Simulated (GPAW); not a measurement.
Crystal: Ge.

```xyz
2
Lattice="0.0000 2.8289 2.8289 2.8289 0.0000 2.8289 2.8289 2.8289 0.0000" Properties=species:S:1:pos:R:3 pbc="T T T"
Ge    4.2434    4.2434    4.2434
Ge    2.8289    2.8289    2.8289
```

Base run:

```yaml
Program: GPAW 26.7.0
Functional: PW91
Potentials_or_basis: PAW data sets generated in the run's folder for this functional
Cutoff: 600 eV
Basis: pw
k_mesh: 8 × 8 × 8
Occupations: fermi-dirac, width 0.05 eV
Spin: spin-orbit coupling, no magnetisation
```

Its results: pressure 3.7 GPa.

Problem. The run is repeated on the same cell with these changes: functional from PW91 to BP86; band points from 80 to 100. What comes out?

Solution. Pressure 4.3 GPa.

Caveats: spin-orbit coupling was added after a scalar SCF, so levels and gaps hold it while energy, forces, pressure and moments don't.
